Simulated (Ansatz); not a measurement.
Density of states of MgO (Fm-3m, a = 4.214 Å, b = 4.214 Å, c = 4.214 Å, α = 90.00°, β = 90.00°, γ = 90.00°), in states per eV and primitive cell, averaged over bins of 0.5 eV. All numbers below come from DFT PBEsol, scalar-relativistic, plane waves, PAW in Ansatz.

Plane waves to 420 eV, a k mesh through Γ of 10×10×10 on the computed 2-atom cell and Gaussian smearing (0.02 eV); no spin polarisation.

The cell is relaxed at this level. The states (both spins) are summed by tetrahedra on a 15×15×15 mesh at the self-consistent density. Energies are bin centres; the table starts no lower than −8 eV and ends at 6 eV, or lower where the solved bands end.

The gap is 4.62 eV at this level, with the zero inside it.

| E − E_F (eV) | total | O 2p | Mg 3s | O 2s |
| --- | --- | --- | --- | --- |
| -6.70 | 0.35 | 0.27 | 0.07 | 0.00 |
| -6.20 | 1.58 | 1.33 | 0.19 | 0.02 |
| -5.70 | 1.36 | 1.14 | 0.16 | 0.03 |
| -5.20 | 0.56 | 0.47 | 0.05 | 0.02 |
| -4.70 | 0.89 | 0.81 | 0.03 | 0.01 |
| -4.20 | 1.03 | 0.96 | 0.02 | 0.01 |
| -3.70 | 2.04 | 1.95 | 0.03 | 0.01 |
| -3.20 | 2.77 | 2.70 | 0.01 | 0.00 |
| -2.70 | 1.33 | 1.31 | 0.00 | 0.00 |
| -2.20 | 0.10 | 0.10 | 0.00 | 0.00 |
| -1.70 | 0.00 | 0.00 | 0.00 | 0.00 |
| -1.20 | 0.00 | 0.00 | 0.00 | 0.00 |
| -0.70 | 0.00 | 0.00 | 0.00 | 0.00 |
| -0.20 | 0.00 | 0.00 | 0.00 | 0.00 |
| 0.30 | 0.00 | 0.00 | 0.00 | 0.00 |
| 0.80 | 0.00 | 0.00 | 0.00 | 0.00 |
| 1.30 | 0.00 | 0.00 | 0.00 | 0.00 |
| 1.80 | 0.00 | 0.00 | 0.00 | 0.00 |
| 2.30 | 0.00 | 0.00 | 0.00 | 0.00 |
| 2.80 | 0.02 | 0.00 | 0.01 | 0.01 |
| 3.30 | 0.04 | 0.01 | 0.02 | 0.01 |
| 3.80 | 0.07 | 0.01 | 0.04 | 0.02 |
| 4.30 | 0.10 | 0.02 | 0.05 | 0.03 |
| 4.80 | 0.15 | 0.03 | 0.08 | 0.03 |
| 5.30 | 0.26 | 0.04 | 0.14 | 0.04 |

The columns after the total are the Löwdin projections on the occupied valence shells of the potentials. The rest of the total lies in shells that are empty in the free atom, which aren't projected, and between the atoms.